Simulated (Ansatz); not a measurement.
# ZnS (F-43m) in Ansatz: a series of runs, part 2 of 2

Ansatz 0.2.0.

## 4. Single point, m-r2SCAN, 18.54 Å³/atom (volume scaled by 0.94)

Input file input.yaml:

```yaml
crystal:
  lattice:
    - [0.0, 2.6468416657, 2.6468416657]
    - [2.6468416657, 0.0, 2.6468416657]
    - [2.6468416657, 2.6468416657, 0.0]
  atoms:
    - { symbol: Zn, position: [0.75, 0.75, 0.75] }
    - { symbol: S, position: [0.0, 0.0, 0.0] }
hamiltonian:
  xc: mr2scan
  pseudopotentials: { kind: paw }
kpoints:
  mp_grid: { grid: [9, 9, 9] }
scf:
  occupations: { method: fermi_dirac, width: 0.05 }
output:
  forces: true
  stress: true
  eigenvalues: true
```

Potentials or basis: Ansatz PAW.

Command:

```console
$ ansatz run input.yaml --threads 2 --pin off --max-ram 5120MiB --backend cpu --events-out ev --progress --plain --runs-dir out
```

Standard output:

```text
Warning: RAYON_NUM_THREADS=2 ignored (pool sized by the plan → 2); use --threads N
Engine: ansatz 0.2.0, aarch64-unknown-linux-gnu
Pseudopotentials: kind: paw
Pseudopotential: Zn, paw, valence charge 12, recommended cutoff 500 eV (meta_gga), Zn.paw.azcp
Pseudopotential: S, paw, valence charge 6, recommended cutoff 500 eV (meta_gga), S.paw.azcp
Functional definition: m-r2SCAN
  exchange = m_r2scan_x
  correlation = m_r2scan_c
Crystal: 2 atoms, lattice volume = 37.086 Å³
Basis set: ecut = 500 eV, 941 PW (Γ), exchange–correlation on 120×120×120 points (64 copies of the dense FFT grid, shifted against one another)
Bands: 13, of which v1, the nominal top of the filled ones, is band 9 counted from 1 (8 counted from 0)
Symmetry: 24 space group operations
Space group: F-43m (ITA 216), of the structure as read, at distance tolerance 3.3e-5 Å
k-points: 35 of 729 (time reversal used)
Non-local potential: Zn, projectors of the file, l = 0: 2, l = 1: 2, l = 2: 3, l = 3: 1
Non-local potential: S, projectors of the file, l = 0: 2, l = 1: 2, l = 2: 2
PAW form: soft (Blöchl's): semilocal exchange-correlation on the pseudo side does not see the compensation charge
PAW frozen core: Zn, regenerated for the run's functional (the file was generated under x = pbe(κ = 0.804, μ = 0.2195149727645171), c = pbe(β = 0.06672455060314922))
PAW frozen core: S, regenerated for the run's functional (the file was generated under x = pbe(κ = 0.804, μ = 0.2195149727645171), c = pbe(β = 0.06672455060314922))
PAW one-centre angular grid: Zn, 590 points (default); XC on 215 of its mesh's 2673 points in the sphere
PAW one-centre angular grid: S, 302 points (default); XC on 160 Gauss nodes
Initial density: superposition of atomic densities (neutral atoms: chi_scale 0, normalization atom), corrected by the library's trained network
Initial wavefunctions: pseudopotential atomic-orbital guess
Functional: x = mr2scan, c = mr2scan; τ floored in thin density (d = 2e-4 eV/Å³)
SCF iter   1: F=—  HF=-4233.421069 eV  |F-HF|=—  |Δ(HF+E_count)|=         —  Δρ=1.59e-2  dr2=4.74e-2  dr2_τ=8.14e-3  ethr=1.77e-3  ⟨swp⟩=5.5  Hψ=2754  notcnv=0
preconditioner: auto → none  [insulator: Δε(μ)=2.940 eV  Ē_g=13.362 eV  σ=0.050 eV  W_gap=1.00  n_scr=14 (ndim 8)  ℏωp=25.9 eV  f_vac=0.017  D(μ)=0.00/eV (n_scr^D=0)  ε∞_Penn≈4.7]
SCF iter   2: F=—  HF=-4233.426897 eV  |F-HF|=—  |Δ(HF+E_count)|=   5.83e-3  Δρ=5.10e-3  dr2=9.03e-3  dr2_τ=3.67e-4  ethr=2.63e-4  ⟨swp⟩=2.3  Hψ=1172  notcnv=0
SCF iter   3: F=—  HF=-4233.421306 eV  |F-HF|=—  |Δ(HF+E_count)|=   5.59e-3  Δρ=2.95e-3  dr2=1.31e-3  dr2_τ=8.44e-6  ethr=5.02e-5  ⟨swp⟩=2.0  Hψ=875  notcnv=0
SCF iter   4: F=—  HF=-4233.421679 eV  |F-HF|=—  |Δ(HF+E_count)|=   3.73e-4  Δρ=3.39e-4  dr2=6.47e-5  dr2_τ=3.53e-6  ethr=7.30e-6  ⟨swp⟩=2.0  Hψ=1050  notcnv=0
SCF iter   5: F=—  HF=-4233.421656 eV  |F-HF|=—  |Δ(HF+E_count)|=   2.31e-5  Δρ=1.50e-4  dr2=7.92e-6  dr2_τ=1.08e-7  ethr=3.60e-7  ⟨swp⟩=2.0  Hψ=547  notcnv=0
SCF iter   6: F=-4233.421655 eV  HF=-4233.421655 eV  |F-HF|=3.23e-9  |Δ(HF+E_count)|=   1.03e-6  Δρ=9.92e-6  dr2=3.43e-8  dr2_τ=2.89e-9  ethr=5.56e-10  ⟨swp⟩=4.2  Hψ=2244  notcnv=0
SCF 1 converged in 6 iterations: F = -4233.421655 eV  dr2 = 3.43e-8
SCF converged after 6 iterations
Free energy (F): -4233.421655 eV
Harris-Foulkes:  -4233.421655 eV  (|F-HF|=3.23e-9)
Internal energy: -4233.421655 eV  (E = F + TS)
E sigma→0 (E₀):  -4233.421655 eV
Fermi energy:    7.861662 eV
--- Per-component energies (eV) ---
  E_band       = 8.410779
  E_kinetic    = 239.078988
  E_local      = -2005.892033  (includes V_loc(G=0)·N_el)
  E_nonlocal   = 646.101020
  E_hartree    = 842.940334
  E_xc         = -216.682966
  E_vxc        = -149.478851  (∫ρ·V_xc dr)
  E_paw        = -2459.175743  (= ΣΔE_a)
  E_vpaw       = -414.668855  (= ΣTr[D̂ρ^β])
  E_aug_tail   = -0.000026  (compensation charges beyond the density's cutoff)
  E_vtau       = 7.389267  (kinetic-family band-sum trace: ∫τ·v_τ [+ j·A + Jᵃ·Aᵃ] dr)
  E_ewald      = -1279.498844
  E_core_change = -0.292385  (= ΣΔE_core)
  E_smearing   = -0.000000  (= −TS)
  E_closure    = 0.000000  (closes the sum)
  Σ components = -4233.421655   (vs F -4233.421655, Δ=0.00e0)
--- Forces (eV/Å), atoms counted from 1 ---
  atom   1  Zn     0.00000000    -0.00000000    -0.00000000
  atom   2  S     -0.00000000     0.00000000     0.00000000
  max |Σ_I F_I| component: 1.85e-17 eV/Å
--- Stress (GPa, compression-positive) ---
        4.734308       0.000000      -0.000000
        0.000000       4.734308       0.000000
       -0.000000       0.000000       4.734308
  P = ⅓ Tr σ = 4.7343 GPa (47.343 kbar)
--- Band table (eV; the first three rows and the last of 35) ---
  k-point 0: bands = ["-7.7983", "-0.4199", "-0.4199", "-0.4199", "0.2013", "0.2013", "6.3478", "6.3478", "6.3478", "9.3012", "13.1570", "13.1570", "13.1570"]
  k-point 1: bands = ["-7.6925", "-0.4222", "-0.3998", "-0.3998", "0.1997", "0.1997", "5.4088", "6.2126", "6.2126", "9.9710", "13.0979", "13.3871", "13.3871"]
  k-point 2: bands = ["-7.4058", "-0.3996", "-0.3522", "-0.3522", "0.2010", "0.2010", "3.7586", "5.8999", "5.8999", "10.5204", "13.6554", "13.7766", "13.7766"]
  k-point 34: bands = ["-6.3893", "-0.2818", "-0.0980", "0.0946", "0.1803", "0.5987", "1.4395", "3.0866", "3.6675", "12.2604", "13.0228", "14.3847", "15.9921"]
```

Wall time 2.3 s (2 threads of Arm Neoverse V2, shared host); peak memory 0.42 GiB.

Results:

| Quantity | Value |
| --- | --- |
| Free energy | -4233.4217 eV |
| Pressure | 4.7 GPa |
| Band gap on the k mesh | 2.95 eV, direct |

Caveat: odd divisions of the mesh miss points on the zone boundary, where band edges often lie, so the gap on the mesh can be too wide; the PAW data sets come from PBE, with cores solved anew for the run's functional, which leaves a small shift of forces and pressure.

## 5. Single point, m-r2SCAN, 18.94 Å³/atom (volume scaled by 0.96)

input.yaml, as its differences from that of step 4:

```diff
@@ -2,5 +2,5 @@
   lattice:
-    - [0.0, 2.6468416657, 2.6468416657]
-    - [2.6468416657, 0.0, 2.6468416657]
-    - [2.6468416657, 2.6468416657, 0.0]
+    - [0.0, 2.6654820099, 2.6654820099]
+    - [2.6654820099, 0.0, 2.6654820099]
+    - [2.6654820099, 2.6654820099, 0.0]
   atoms:
```

Command:

```console
$ ansatz run input.yaml --threads 2 --pin off --max-ram 5120MiB --backend cpu --events-out ev --progress --plain --runs-dir out
```

Run time: 2.3 s. Hardware: 2 threads of Arm Neoverse V2, shared host; peak memory 0.42 GiB.

Results (log left out):

```
Free energy            : -4233.4400 eV
Pressure               : 2.7 GPa
Band gap on the k mesh : 2.85 eV, direct
```

Caveat: odd divisions of the mesh miss points on the zone boundary, where band edges often lie, so the gap on the mesh can be too wide; the PAW data sets come from PBE, with cores solved anew for the run's functional, which leaves a small shift of forces and pressure.

## 6. Single point, m-r2SCAN, 19.33 Å³/atom (volume scaled by 0.98)

input.yaml, as its differences from that of step 5:

```diff
@@ -2,5 +2,5 @@
   lattice:
-    - [0.0, 2.6654820099, 2.6654820099]
-    - [2.6654820099, 0.0, 2.6654820099]
-    - [2.6654820099, 2.6654820099, 0.0]
+    - [0.0, 2.6838652254, 2.6838652254]
+    - [2.6838652254, 0.0, 2.6838652254]
+    - [2.6838652254, 2.6838652254, 0.0]
   atoms:
@@ -19 +19,5 @@
   eigenvalues: true
+  write_density: true
+  write_potential: true
+  elf: true
+  volumetric_format: npy
```

Potentials or basis: Ansatz PAW.

Command:

```console
$ ansatz run input.yaml --threads 2 --pin off --max-ram 5120MiB --backend cpu --events-out ev --progress --plain --runs-dir out
```

Run time: 2.9 s. Hardware: 2 threads of Arm Neoverse V2, shared host; peak memory 0.42 GiB.

Results (log left out):

| Property | Result |
| --- | --- |
| Free energy | -4233.4490 eV |
| Pressure | 1.0 GPa |
| Band gap on the k mesh | 2.76 eV, direct |

Caveat: odd divisions of the mesh miss points on the zone boundary, where band edges often lie, so the gap on the mesh can be too wide; the PAW data sets come from PBE, with cores solved anew for the run's functional, which leaves a small shift of forces and pressure.

## 7. Single point, m-r2SCAN, 19.73 Å³/atom

Input file input.yaml:

```yaml
crystal:
  lattice:
    - [0.0, 2.702, 2.702]
    - [2.702, 0.0, 2.702]
    - [2.702, 2.702, 0.0]
  atoms:
    - { symbol: Zn, position: [0.75, 0.75, 0.75] }
    - { symbol: S, position: [0.0, 0.0, 0.0] }
hamiltonian:
  xc: mr2scan
  pseudopotentials: { kind: paw }
kpoints:
  mp_grid: { grid: [9, 9, 9] }
scf:
  occupations: { method: fermi_dirac, width: 0.05 }
output:
  forces: true
  stress: true
  eigenvalues: true
```

Command:

```console
$ ansatz run input.yaml --threads 2 --pin off --max-ram 5120MiB --backend cpu --events-out ev --progress --plain --runs-dir out
```

Run time: 2.4 s. Hardware: 2 threads of Arm Neoverse V2, shared host; peak memory 0.42 GiB.

The run converged. Its results:

* Free energy: -4233.4498 eV
* Pressure: -0.6 GPa
* Band gap on the k mesh: 2.66 eV, direct

Caveat: odd divisions of the mesh miss points on the zone boundary, where band edges often lie, so the gap on the mesh can be too wide; the PAW data sets come from PBE, with cores solved anew for the run's functional, which leaves a small shift of forces and pressure.

## 8. Single point, m-r2SCAN, 20.12 Å³/atom (volume scaled by 1.02)

input.yaml, as its differences from that of step 7:

```diff
@@ -2,5 +2,5 @@
   lattice:
-    - [0.0, 2.702, 2.702]
-    - [2.702, 0.0, 2.702]
-    - [2.702, 2.702, 0.0]
+    - [0.0, 2.7198945612, 2.7198945612]
+    - [2.7198945612, 0.0, 2.7198945612]
+    - [2.7198945612, 2.7198945612, 0.0]
   atoms:
```

Command:

```console
$ ansatz run input.yaml --threads 2 --pin off --max-ram 5120MiB --backend cpu --events-out ev --progress --plain --runs-dir out
```

Run time: 2.4 s. Hardware: 2 threads of Arm Neoverse V2, shared host; peak memory 0.42 GiB.

The run converged. Its results:

| Item | Value |
| --- | --- |
| Free energy | -4233.4430 eV |
| Pressure | -2.1 GPa |
| Band gap on the k mesh | 2.57 eV, direct |

Caveat: odd divisions of the mesh miss points on the zone boundary, where band edges often lie, so the gap on the mesh can be too wide; the PAW data sets come from PBE, with cores solved anew for the run's functional, which leaves a small shift of forces and pressure.

## 9. Single point, m-r2SCAN, 20.52 Å³/atom (volume scaled by 1.04)

input.yaml, as its differences from that of step 8:

```diff
@@ -2,5 +2,5 @@
   lattice:
-    - [0.0, 2.7198945612, 2.7198945612]
-    - [2.7198945612, 0.0, 2.7198945612]
-    - [2.7198945612, 2.7198945612, 0.0]
+    - [0.0, 2.7375567091, 2.7375567091]
+    - [2.7375567091, 0.0, 2.7375567091]
+    - [2.7375567091, 2.7375567091, 0.0]
   atoms:
@@ -19 +19,5 @@
   eigenvalues: true
+  write_density: true
+  write_potential: true
+  elf: true
+  volumetric_format: npy
```

Potentials or basis: Ansatz PAW.

Command:

```console
$ ansatz run input.yaml --threads 2 --pin off --max-ram 5120MiB --backend cpu --events-out ev --progress --plain --runs-dir out
```

It took 3 s on 2 threads of Arm Neoverse V2, shared host; peak memory 0.42 GiB.

The run converged. Its results:

| Quantity | Value |
| --- | --- |
| Free energy | -4233.4295 eV |
| Pressure | -3.4 GPa |
| Band gap on the k mesh | 2.49 eV, direct |

Caveat: odd divisions of the mesh miss points on the zone boundary, where band edges often lie, so the gap on the mesh can be too wide; the PAW data sets come from PBE, with cores solved anew for the run's functional, which leaves a small shift of forces and pressure.

## 10. Single point, m-r2SCAN, 20.91 Å³/atom (volume scaled by 1.06)

Input file input.yaml:

```yaml
crystal:
  lattice:
    - [0.0, 2.7549938462, 2.7549938462]
    - [2.7549938462, 0.0, 2.7549938462]
    - [2.7549938462, 2.7549938462, 0.0]
  atoms:
    - { symbol: Zn, position: [0.75, 0.75, 0.75] }
    - { symbol: S, position: [0.0, 0.0, 0.0] }
hamiltonian:
  xc: mr2scan
  pseudopotentials: { kind: paw }
kpoints:
  mp_grid: { grid: [9, 9, 9] }
scf:
  occupations: { method: fermi_dirac, width: 0.05 }
output:
  forces: true
  stress: true
  eigenvalues: true
```

Command:

```console
$ ansatz run input.yaml --threads 2 --pin off --max-ram 5120MiB --backend cpu --events-out ev --progress --plain --runs-dir out
```

Wall time 2.4 s (2 threads of Arm Neoverse V2, shared host); peak memory 0.42 GiB.

The run converged. Its results:

```yaml
Free_energy: -4233.4100 eV
Pressure: -4.5 GPa
Band_gap_on_the_k_mesh: 2.40 eV, direct
```

Caveat: odd divisions of the mesh miss points on the zone boundary, where band edges often lie, so the gap on the mesh can be too wide; the PAW data sets come from PBE, with cores solved anew for the run's functional, which leaves a small shift of forces and pressure.

## 11. Equation of state, m-r2SCAN

Potentials or basis: Ansatz PAW.

This step only gathers the single runs of the series.

Results:

```
Equilibrium volume                      : 19.56 Å³/atom
Bulk modulus                            : 79 GPa
Pressure derivative of the bulk modulus : 4.4
```

Energy against volume, from the lowest point:
```tsv
volume (Å³/atom)	energy (meV/atom)
18.543	14.05
18.938	4.89
19.332	0.36
19.727	0.00
20.121	3.38
20.516	10.12
20.910	19.87
```

Caveat: the PAW data sets were made with another functional, which shifts forces and pressure a little.

## 12. The runs side by side

```csv
task,level,cutoff (eV),smearing,points for each segment of the path,gap on the mesh (eV)
band structure,PBEsol,420,fermi-dirac 0.05 eV,14,1.97
Born charges and dielectric tensor,PBEsol,420,fixed,-,1.97
equation of state,m-r2SCAN,500,fermi-dirac 0.05 eV,-,-
```

Alike in all rows: potentials or basis Ansatz PAW; no spin polarisation; cell as given; k mesh 9 × 9 × 9.

Caveats: the PAW data sets come from PBE, with cores solved anew for the run's functional, which leaves a small shift of forces and pressure (some runs); odd divisions of the mesh miss points on the zone boundary, where band edges often lie, so the gap on the mesh can be too wide (some runs); the PAW data sets were made with another functional, which shifts forces and pressure a little (some runs).

Total energies depend on the potentials used, so only differences within one code and one set of settings carry meaning.

## 13. How close it comes

Step 2. Measured gap of ZnS: 3.85 eV (direct; 19 K; quoted in “Electronic, vibrational, and thermodynamic properties of ZnS (zincblende and rocksalt structure)”, 2009, arxiv:0911.5022). This calculation gives 1.97 eV (-1.88 eV). The value is that of PBEsol, without temperature or zero-point motion. Semilocal functionals fall short of measured gaps as a rule.

Step 3. Measured gap of ZnS: 3.85 eV (direct; 19 K; quoted in “Electronic, vibrational, and thermodynamic properties of ZnS (zincblende and rocksalt structure)”, 2009, arxiv:0911.5022). This calculation gives 1.97 eV (-1.88 eV). The value is that of PBEsol, without temperature or zero-point motion. Semilocal functionals fall short of measured gaps as a rule. Against the measured high-frequency dielectric constant of ZnS, 5.14 (a printed reference work, monograph), the calculated 6.11 is off by +18.8 %.

Step 11. A measured bulk modulus of ZnS is 76.9 GPa (quoted in “Electronic, vibrational, and thermodynamic properties of ZnS (zincblende and rocksalt structure)”, 2009, arxiv:0911.5022); the calculated 79 GPa misses it by +2.2 %. The fit is for a static lattice scaled at fixed shape and fixed fractional positions.
